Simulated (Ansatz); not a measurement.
Runs of Ansatz 0.2.0 on InSe. The structure is trigonal, space group R3m (No. 160). Conventional cell: a = 4.000 Å, b = 4.000 Å, c = 25.320 Å, α = 90.00°, β = 90.00°, γ = 120.00°. In (site symmetry 3m) has 3 Se at 2.63 Å and 1 In at 2.82 Å as nearest neighbours. In (site symmetry 3m) is surrounded by 3 Se at 2.64 Å and 1 In at 2.82 Å. Se (site symmetry 3m) has 3 In at 2.63 Å as nearest neighbours. Se (site symmetry 3m) is surrounded by 3 In at 2.64 Å. 

| task | level | cell | k mesh | cutoff (eV) | smearing | points for each segment of the path | level | run kind | mesh quality | gap on the mesh (eV) | pressure (GPa) | largest force (eV/Å) |
| --- | --- | --- | --- | --- | --- | --- | --- | --- | --- | --- | --- | --- |
| band structure | m-r2SCAN | as given | 8 × 8 × 8 | 500 | fermi-dirac 0.05 eV | 14 | - | - | not flagged | 0.87 | 1.1 | 0.24 |
| relaxation of cell and atoms | r2SCAN | relaxed | 8 × 8 × 8 | 500 | fermi-dirac 0.05 eV | - | - | - | not flagged | 0.92 | 0.0 | 0.01 |
| band structure | PBE0 | as given | 4 × 4 × 4 | 420 | fermi-dirac 0.05 eV | 4 | - | - | coarse | 1.78 | - | 0.17 |
| band structure | PBE0 | as given | 6 × 6 × 6 | 420 | fixed | - | pbe0 | scf | not flagged | (b) | - | (a) |
| band structure | r2SCANh | as given | 5 × 5 × 5 | 500 | fermi-dirac 0.05 eV | 4 | - | - | not flagged | - | - | (c) |

Alike in all rows: potentials or basis Ansatz PAW; no spin polarisation.

Problem. Fill in the values left out.

Solution. (a) 0.18; (b) 1.76; (c) 0.19.

Caveats: some runs use coarse meshes; the PAW data sets come from PBE, with cores solved anew for the run's functional, which leaves a small shift of forces and pressure; spin-orbit coupling is left out, which moves the levels of the heavy elements (some runs); the plane-wave basis is chosen anew once the cell has moved, so the energies of steps on either side of that aren't comparable (some runs); the k mesh misses the band edges, so the gap on the mesh is wider than the one along the path (some runs).

A k mesh can miss the band edges, and the runs leave out spin-orbit coupling on In, Se.

Not every run made on this cell is shown here.
